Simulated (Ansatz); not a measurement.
GaSe (P6_3/mmc) at 2 levels of theory

One geometry, relaxed with PBE; plane waves with PAW potentials in Ansatz, scalar-relativistic. No spin polarisation. Gaps are the least over mesh and band path; pressure is positive in compression.

```cif
data_structure
_symmetry_space_group_name_H-M 'P 1'
_symmetry_Int_Tables_number 1
_cell_length_a 3.8151
_cell_length_b 3.8151
_cell_length_c 18.2131
_cell_angle_alpha 90.000
_cell_angle_beta 90.000
_cell_angle_gamma 120.000
_cell_volume 229.57
loop_
_atom_site_label
_atom_site_type_symbol
_atom_site_fract_x
_atom_site_fract_y
_atom_site_fract_z
_atom_site_occupancy
Ga1 Ga 0.33333 0.66667 0.18223 1
Ga2 Ga 0.66667 0.33333 0.68223 1
Ga3 Ga 0.33333 0.66667 0.31777 1
Ga4 Ga 0.66667 0.33333 0.81777 1
Se1 Se 0.33333 0.66667 0.61789 1
Se2 Se 0.66667 0.33333 0.11789 1
Se3 Se 0.33333 0.66667 0.88211 1
Se4 Se 0.66667 0.33333 0.38211 1
```

| level | cutoff (eV) | k mesh | gap (eV) | pressure (GPa) |
| --- | --- | --- | --- | --- |
| PBE | 420 | 12×12×2 | 1.34 | 0.0 |

What comes out on the same cell with PBEsol?

```tsv
level	cutoff (eV)	k mesh	gap (eV)	pressure (GPa)
PBEsol	420	12×12×2	1.27	-2.2
```

The cell holds layers, chains or molecules and no dispersion correction was added, so their binding is poorly described.

It was relaxed from a cell as deposited in COD.
